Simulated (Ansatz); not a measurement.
ZnO, NiAs type, relaxed with r2SCAN in the PAW code Ansatz. Space group P6_3/mmc (No. 194), hexagonal; a = 2.977 Å, c = 5.126 Å in the conventional setting, 9.83 Å³ an atom. Zn has 6 O at 2.14 Å; O has 6 Zn at 2.14 Å.

The axes x, y and z are those of this cell:
```xyz
4
Lattice="2.9769 0.0000 0.0000 -1.4884 2.5780 0.0000 0.0000 0.0000 5.1256" Properties=species:S:1:pos:R:3 pbc="T T T"
Zn    0.0000    0.0000    0.0000
Zn    0.0000    0.0000    2.5628
O     0.0000    1.7187    1.2814
O     1.4884    0.8593    3.8442
```

Unstrained: The PBE gap is direct at Γ: 0.755 eV. The r2SCAN gap is direct at Γ: 1.357 eV. HSE06 gives a direct gap of 2.498 eV at Γ. Meshes: PBE 12×12×6, r2SCAN 12×12×6, HSE06 6×6×4. Strains are changes of length per length. After each strain the atoms were relaxed again with r2SCAN within the symmetry that the strain leaves, so tilts or polar shifts that break it weren't tested; points keep the names that they have in the unstrained zone. Spin-unpolarised throughout. Whether this structure exists isn't addressed.

Problem. Estimate what epitaxial -3.21 % in the xy plane, free normal strain +1.79 % does to the gap.

Solution. PBE: the gap goes from 0.755 to 0.843 eV (+0.088 eV). r2SCAN: the gap goes from 1.357 to 1.457 eV (+0.100 eV). HSE06: the gap goes from 2.498 to 2.616 eV (+0.118 eV). The r2SCAN energy rises by 25.3 meV an atom.

Problem. Estimate what isotropic -0.81 % on every length does to the gap.

Solution. PBE: the gap goes from 0.755 to 0.878 eV (+0.123 eV). r2SCAN: the gap goes from 1.357 to 1.487 eV (+0.130 eV). HSE06: the gap goes from 2.498 to 2.652 eV (+0.154 eV). The r2SCAN energy rises by 3.5 meV an atom.

The meshes of the hybrids are coarse, so their gaps aren't converged to the digits shown.
